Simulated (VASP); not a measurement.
# Se (Cmcm) in VASP: a series of runs

One crystal, Se, is run at these levels: PBE; tasks: single point.

Everything below comes from runs of VASP 6.6.1. Logs are shortened: lines on timing, memory, paths and dates and some standing lists are left out, and cuts for length are marked.

### 1 Starting point

The structure is orthorhombic, space group Cmcm (No. 63). The conventional cell has a = 2.789 Å, b = 8.078 Å, c = 4.613 Å, α = 90.00°, β = 90.00°, γ = 90.00°. Se (site symmetry m2m) has 4 Se at 2.53 to 2.79 Å as nearest neighbours.

This isn't the form of Se at room conditions, which is trigonal, of chains.

### 2 Single point, PBE

The input, INCAR:

```
SYSTEM = Se
  PREC = Normal
  ENCUT = 460
  EDIFF = 1E-6
  ISMEAR = 0
  SIGMA = 0.05
  LREAL = .False.
  LASPH = .True.
  NELM = 100
  ALGO = Normal
  ISIF = 2
  LWAVE = .False.
  LCHARG = .False.
  GGA = PE
  ADDGRID = .False.
```

The input, KPOINTS:

```
regular mesh
0
Gamma
  6 6 4
  0 0 0
```

The input, POSCAR:

```
Se
1.0
    1.3942694300     -4.0390027650      0.0000000000
    1.3942694300      4.0390027650      0.0000000000
    0.0000000000      0.0000000000      4.6134314000
Se
2
Direct
    0.0643446800      0.9356553200      0.2500000000
    0.9356553200      0.0643446800      0.7500000000
```

Potentials or basis: VASP PAW PBE potentials, release 64 (Se).

Run with:

```bash
$ cat potpaw_PBE.64/Se/POTCAR > POTCAR
$ mpirun -np 1 vasp_std > vasp.out
```

OUTCAR:

```text
SYSTEM = Se
   PREC = Normal
   ENCUT = 460
   EDIFF = 1E-6
   ISMEAR = 0
   LREAL = .False.
   LASPH = .True.
   NELM = 100
   ISIF = 2
   GGA = PE

 Found     39 irreducible k-points:

 Following reciprocal coordinates:
            Coordinates               Weight
  0.000000  0.000000  0.000000      1.000000
  0.166667  0.000000  0.000000      4.000000
  0.333333  0.000000  0.000000      4.000000
  0.500000  0.000000  0.000000      2.000000
  0.166667  0.166667  0.000000      2.000000
  0.333333  0.166667  0.000000      4.000000
   k-points           NKPTS =     39   k-points in BZ     NKDIM =     39   number of bands    NBANDS=     10
   number of dos      NEDOS =    301   number of ions     NIONS =      2
   total plane-waves  NPLWV =  13824
   dimension x,y,z NGX =    24 NGY =   24 NGZ =   24
   dimension x,y,z NGXF=    48 NGYF=   48 NGZF=   48
   ions per type =               2
   NGX,Y,Z   is equivalent  to a cutoff of   9.34,  9.34,  8.65 a.u.
   NGXF,Y,Z  is equivalent  to a cutoff of  18.68, 18.68, 17.30 a.u.
 SYSTEM =  Se
   PREC   = normal    normal or accurate (medium, high low for compatibility)
   ISTART =      0    job   : 0-new  1-cont  2-samecut
   ICHARG =      2    charge: 1-file 2-atom 10-const
   ISPIN  =      1    spin polarized calculation?
   LNONCOLLINEAR =      F non collinear calculations
   LSORBIT =      F    spin-orbit coupling
   LASPH  =      T    aspherical Exc in radial PAW
   ENCUT  =  460.0 eV  33.81 Ry    5.81 a.u.   7.47  7.47  8.07*2*pi/ulx,y,z
   NELM   =    100;   NELMIN=  2; NELMDL= -5     # of ELM steps
   EDIFF  = 0.1E-05   stopping-criterion for ELM
   LREAL  =      F    real-space projection
   EDIFFG = 0.1E-04   stopping-criterion for IOM
   NSW    =      0    number of steps for IOM
   IBRION =     -1    ionic relax: 0-MD 1-quasi-New 2-CG
   NFREE  =      0    steps in history (QN), initial steepest desc. (CG)
   ISIF   =      2    stress and relaxation
   ISYM   =      2    0-nonsym 1-usesym 2-fastsym
   POTIM  = 0.5000    time-step for ionic-motion
   TEBEG  =    0.0;   TEEND  =   0.0 temperature during run
   PSTRESS=    0.0 pullay stress
   NELECT =      12.0000    total number of electrons
   NUPDOWN=      -1.0000    fix difference up-down
   EMIN   =  10.00;   EMAX   =-10.00  energy-range for DOS
   EFERMI =   0.00;   METHOD = LEGACY
   ISMEAR =     0;   SIGMA  =   0.05  broadening in eV -4-tet -1-fermi 0-gaus
   EFERMI_NEDOS =   21; number of points for ismear=-14 and -15
   IALGO  =     38    algorithm
   IMIX   =      4    mixing-type and parameters
     AMIX     =   0.40;   BMIX     =  1.00
     AMIX_MAG =   1.60;   BMIX_MAG =  1.00
  volume/ion in A,a.u.               =      25.98       175.32
  Fermi-wavevector in a.u.,A,eV,Ry     =   1.004408  1.898056 13.726046  1.008836
  Thomas-Fermi vector in A             =   2.137022
   LORBIT       =      0    0 simple, 1 ext, 2 COOP (PROOUT), +10 PAW based schemes
   GGA     = PE    functional components
   LHFCALC =     F    Hartree Fock is set to
   AEXX    =    0.0000 exact exchange contribution
   IVDW    =     0    specifies the selected vdW correction
   LEPSILON=     F    determine dielectric tensor
   LRPA    =     F    only Hartree local field effects (RPA)
 non-spin polarized calculation
 Gauss-broadening in eV      SIGMA  =   0.05
  energy-cutoff  :      460.00
  volume of cell :       51.96
 maximum number of plane-waves:      1180
   NGX = 15   NGY = 15   NGZ = 17

 number of electron      11.9999994 magnetization

 Free energy of the ion-electron system (eV)
  ---------------------------------------------------
  ext. energy  EPLUGINS =         0.00000000
  ---------------------------------------------------
  free energy    TOTEN  =        -6.65368036 eV

  energy without entropy =       -6.65114260  energy(sigma->0) =       -6.65241148

 E-fermi :   3.2073     XC(G=0):  -9.0999

 val. band max:        3.2029325829   @ k =   0.5000   0.0000   0.2500
 cond. band min:       3.2284792174   @ k =   0.5000   0.3333   0.5000
 fundamental gap:      0.0255466345
 Fermi energy:         3.2072805199

 k-point     1 :       0.0000    0.0000    0.0000
  band No.  band energies     occupation
      1     -12.6979      2.00000
      2      -8.7364      2.00000
      3      -3.3077      2.00000
      4       0.8958      2.00000
      5       1.0887      2.00000
      6       5.2568      0.00000
      7       5.6202      0.00000
      8       7.6251      0.00000
      9       8.7260      0.00000
     10      10.1138      0.00000

 k-point     2 :       0.1667    0.0000    0.0000
  band No.  band energies     occupation
      1     -12.2752      2.00000
      2      -8.3373      2.00000
      3      -2.9306      2.00000
      4       0.8141      2.00000
      5       1.6895      2.00000
      6       2.3224      2.00000
      7       5.0022      0.00000
      8       5.8006      0.00000
      9       9.2315      0.00000
     10      10.8892      0.00000

 k-point     3 :       0.3333    0.0000    0.0000
  band No.  band energies     occupation
      1     -11.1855      2.00000
      2      -7.2959      2.00000
      3      -2.0138      2.00000
      4      -1.6512      2.00000
      5       1.2799      2.00000
      6       1.5306      2.00000
      7       2.6260      2.00000
      8       6.2554      0.00000
      9       9.6414      0.00000
     10      10.0959      0.00000

 k-point     4 :       0.5000    0.0000    0.0000
  band No.  band energies     occupation
      1     -10.3979      2.00000
      2      -6.5281      2.00000
      3      -3.3926      2.00000
      4      -1.4220      2.00000
      5      -0.3733      2.00000
      6       2.0728      2.00000
      7       2.8714      2.00000
      8       6.4915      0.00000
      9       8.1946      0.00000
     10       9.0388      0.00000

 k-point     5 :       0.1667    0.1667    0.0000
  band No.  band energies     occupation
      1     -11.2321      2.00000
      2      -7.2591      2.00000
      3      -2.0630      2.00000
      4      -1.6001      2.00000
      5       1.2075      2.00000
      6       2.2679      2.00000
      7       2.2818      2.00000
      8       6.5899      0.00000
      9       9.5747      0.00000
     10      10.2260      0.00000

 k-point     6 :       0.3333    0.1667    0.0000
  band No.  band energies     occupation
      1     -10.3983      2.00000
      2      -6.5253      2.00000
      3      -3.3921      2.00000
      4      -1.4222      2.00000
      5      -0.3983      2.00000
      6       2.0565      2.00000
      7       2.9242      2.00000
      8       6.5533      0.00000
      9       8.0612      0.00000
     10       9.3158      0.00000

 [... further k-points ...]
[... 5 lines left out ...]
  --------------------------------------------------------------------------------------
  -------------------------------------------------------------------------------------
  Total        1.7574062     -0.0148951     -0.1810223      0.0000000      0.0000000      0.0000000
  in kB       54.1885848     -0.4592828     -5.5817171      0.0000000      0.0000000      0.0000000
  external PRESSURE =      16.0491950 kB  Pullay stress =       0.0000000 kB

 VOLUME and BASIS-vectors are now :
 -----------------------------------------------------------------------------
  energy-cutoff  :      460.00
  volume of cell :       51.96
      direct lattice vectors                 reciprocal lattice vectors
     1.394269430 -4.039002765  0.000000000     0.358610746 -0.123792933  0.000000000
     1.394269430  4.039002765  0.000000000     0.358610746  0.123792933  0.000000000
     0.000000000  0.000000000  4.613431400     0.000000000  0.000000000  0.216758398

 POSITION                                       TOTAL-FORCE (eV/Angst)
 -----------------------------------------------------------------------------------
      1.39427      3.51923      1.15336         0.000000      0.331797     -0.000000
      1.39427     -3.51923      3.46007         0.000000     -0.331797      0.000000
 -----------------------------------------------------------------------------------
    total drift:                               -0.000000     -0.000000     -0.000000

  FREE ENERGIE OF THE ION-ELECTRON SYSTEM (eV)
  ---------------------------------------------------
  free  energy   TOTEN  =        -6.6536803640 eV

  energy  without entropy=       -6.6511425996  energy(sigma->0) =       -6.65241148
```

It took 4.9 s on 1 thread of Intel Xeon Platinum 8488C (Sapphire Rapids), shared host; peak memory 0.14 GiB.

These settings aren't checked as converged: the numbers below hold their error.

What came out:

```yaml
Free_energy: -6.6537 eV
Pressure: 1.6 GPa
Largest_force: 0.332 eV/Å
Band_gap_on_the_k_mesh: none (metal or under the smearing width)
```

Caveat: the k mesh is coarse (spacing up to 0.40 Å⁻¹), so the values aren't converged.

### 3 Single point, PBE

INCAR, as its differences from that of step 2:

```diff
@@ -1,3 +1,3 @@
 SYSTEM = Se
-  PREC = Normal
+  PREC = Accurate
   ENCUT = 460
@@ -6,3 +6,3 @@
   SIGMA = 0.05
-  LREAL = .False.
+  LREAL = Auto
   LASPH = .True.
```

KPOINTS is that of step 2.

POSCAR is that of step 2.

Potentials or basis: VASP PAW PBE potentials, release 64 (Se).

Run with:

```bash
$ cat potpaw_PBE.64/Se/POTCAR > POTCAR
$ mpirun -np 1 vasp_std > vasp.out
```

Wall time 14 s (1 thread of Intel Xeon Platinum 8488C (Sapphire Rapids), shared host); peak memory 0.16 GiB.

The run converged, but some of its settings lie outside the range that counts as converged, so its numbers aren't taken as properties of the crystal.

What came out:

| Property | Result |
| --- | --- |
| Free energy | -6.6540 eV |
| Pressure | 1.6 GPa |
| Largest force | 0.333 eV/Å |
| Band gap on the k mesh | none (metal or under the smearing width) |

Caveat: the k mesh is coarse (spacing up to 0.40 Å⁻¹), so the values aren't converged.

### 4 Single point, PBE

INCAR, as its differences from that of step 3:

```diff
@@ -3,6 +3,6 @@
   ENCUT = 460
-  EDIFF = 1E-6
+  EDIFF = 0.01
   ISMEAR = 0
   SIGMA = 0.05
-  LREAL = Auto
+  LREAL = .False.
   LASPH = .True.
```

KPOINTS is that of step 3.

POSCAR is that of step 3.

Run with:

```bash
$ cat potpaw_PBE.64/Se/POTCAR > POTCAR
$ mpirun -np 1 vasp_std > vasp.out
```

It took 6.3 s on 1 thread of Intel Xeon Platinum 8488C (Sapphire Rapids), shared host; peak memory 0.17 GiB.

The run converged, but some of its settings lie outside the range that counts as converged, so its numbers aren't taken as properties of the crystal.

What came out:

```yaml
Free_energy: -6.6542 eV
Pressure: 1.8 GPa
Largest_force: 0.306 eV/Å
Band_gap_on_the_k_mesh: none (metal or under the smearing width)
```

Caveat: the k mesh is coarse (spacing up to 0.40 Å⁻¹), so the values aren't converged.

### 5 Single point, PBE

INCAR, as its differences from that of step 4:

```diff
@@ -3,3 +3,3 @@
   ENCUT = 460
-  EDIFF = 0.01
+  EDIFF = 0.001
   ISMEAR = 0
```

KPOINTS is that of step 4.

POSCAR is that of step 4.

Potentials or basis: VASP PAW PBE potentials, release 64 (Se).

Run with:

```bash
$ cat potpaw_PBE.64/Se/POTCAR > POTCAR
$ mpirun -np 1 vasp_std > vasp.out
```

OUTCAR:

```text
SYSTEM = Se
   PREC = Accurate
   ENCUT = 460
   EDIFF = 0.001
   ISMEAR = 0
   LREAL = .False.
   LASPH = .True.
   NELM = 100
   ISIF = 2
   GGA = PE

 Found     39 irreducible k-points:

 Following reciprocal coordinates:
            Coordinates               Weight
  0.000000  0.000000  0.000000      1.000000
  0.166667  0.000000  0.000000      4.000000
  0.333333  0.000000  0.000000      4.000000
  0.500000  0.000000  0.000000      2.000000
  0.166667  0.166667  0.000000      2.000000
  0.333333  0.166667  0.000000      4.000000
   k-points           NKPTS =     39   k-points in BZ     NKDIM =     39   number of bands    NBANDS=     10
   number of dos      NEDOS =    301   number of ions     NIONS =      2
   total plane-waves  NPLWV =  28800
   dimension x,y,z NGX =    30 NGY =   30 NGZ =   32
   dimension x,y,z NGXF=    60 NGYF=   60 NGZF=   64
   ions per type =               2
   NGX,Y,Z   is equivalent  to a cutoff of  11.67, 11.67, 11.53 a.u.
   NGXF,Y,Z  is equivalent  to a cutoff of  23.34, 23.34, 23.06 a.u.
 SYSTEM =  Se
   PREC   = accura    normal or accurate (medium, high low for compatibility)
   ISTART =      0    job   : 0-new  1-cont  2-samecut
   ICHARG =      2    charge: 1-file 2-atom 10-const
   ISPIN  =      1    spin polarized calculation?
   LNONCOLLINEAR =      F non collinear calculations
   LSORBIT =      F    spin-orbit coupling
   LASPH  =      T    aspherical Exc in radial PAW
[... 60 lines left out ...]
  band No.  band energies     occupation
      1     -12.6979      2.00000
      2      -8.7339      2.00000
      3      -3.3088      2.00000
      4       0.8930      2.00000
      5       1.0830      2.00000
      6       5.2604      0.00000
      7       5.6217      0.00000
      8       7.6300      0.00000
      9       8.7210      0.00000
     10      10.1099      0.00000
[... 53 lines left out ...]
 k-point     6 :       0.3333    0.1667    0.0000
  band No.  band energies     occupation
      1     -10.4000      2.00000
      2      -6.5245      2.00000
      3      -3.3865      2.00000
      4      -1.4242      2.00000
      5      -0.3909      2.00000
      6       2.0496      2.00000
      7       2.9210      2.00000
      8       6.5538      0.00000
      9       8.0631      0.00000
     10       9.3121      0.00000

 [... further k-points ...]
[... 5 lines left out ...]
  --------------------------------------------------------------------------------------
  -------------------------------------------------------------------------------------
  Total        1.8430831     -0.0873657     -0.1939663      0.0000000      0.0000000      0.0000000
  in kB       56.8303836     -2.6938714     -5.9808382      0.0000000      0.0000000      0.0000000
  external PRESSURE =      16.0518913 kB  Pullay stress =       0.0000000 kB

 VOLUME and BASIS-vectors are now :
 -----------------------------------------------------------------------------
  energy-cutoff  :      460.00
  volume of cell :       51.96
      direct lattice vectors                 reciprocal lattice vectors
     1.394269430 -4.039002765  0.000000000     0.358610746 -0.123792933  0.000000000
     1.394269430  4.039002765  0.000000000     0.358610746  0.123792933  0.000000000
     0.000000000  0.000000000  4.613431400     0.000000000  0.000000000  0.216758398

 POSITION                                       TOTAL-FORCE (eV/Angst)
 -----------------------------------------------------------------------------------
      1.39427      3.51923      1.15336         0.000000      0.336152     -0.000000
      1.39427     -3.51923      3.46007         0.000000     -0.336152      0.000000
 -----------------------------------------------------------------------------------
    total drift:                                0.000000     -0.000000      0.000000

  FREE ENERGIE OF THE ION-ELECTRON SYSTEM (eV)
  ---------------------------------------------------
  free  energy   TOTEN  =        -6.6537665956 eV

  energy  without entropy=       -6.6514880609  energy(sigma->0) =       -6.65262733
```

Wall time 7.2 s (1 thread of Intel Xeon Platinum 8488C (Sapphire Rapids), shared host); peak memory 0.17 GiB.

The run converged, but some of its settings lie outside the range that counts as converged, so its numbers aren't taken as properties of the crystal.

What came out:

```
Free energy            : -6.6538 eV
Pressure               : 1.6 GPa
Largest force          : 0.336 eV/Å
Band gap on the k mesh : none (metal or under the smearing width)
```

Caveat: the k mesh is coarse (spacing up to 0.40 Å⁻¹), so the values aren't converged.

### 6 Single point, PBE

INCAR, as its differences from that of step 5:

```diff
@@ -3,3 +3,3 @@
   ENCUT = 460
-  EDIFF = 0.001
+  EDIFF = 1E-4
   ISMEAR = 0
```

KPOINTS is that of step 5.

POSCAR is that of step 5.

Potentials or basis: VASP PAW PBE potentials, release 64 (Se).

Run with:

```bash
$ cat potpaw_PBE.64/Se/POTCAR > POTCAR
$ mpirun -np 1 vasp_std > vasp.out
```

Wall time 7.7 s (1 thread of Intel Xeon Platinum 8488C (Sapphire Rapids), shared host); peak memory 0.17 GiB.

These settings aren't checked as converged: the numbers below hold their error.

Results:

```
Free energy            : -6.6537 eV
Pressure               : 1.6 GPa
Largest force          : 0.335 eV/Å
Band gap on the k mesh : none (metal or under the smearing width)
```

Caveat: the k mesh is coarse (spacing up to 0.40 Å⁻¹), so the values aren't converged.

### 7 For comparison

An earlier run on the cell as given: functional PBE; potentials or basis VASP PAW PBE potentials, release 64 (Se); cutoff 520 eV; k mesh 10 × 10 × 6; occupations fermi-dirac, width 0.05 eV; no spin polarisation.

- Pressure: 1.6 GPa
- Largest force: 0.031 eV/Å
- Band gap on the k mesh: none (metal or under the smearing width)
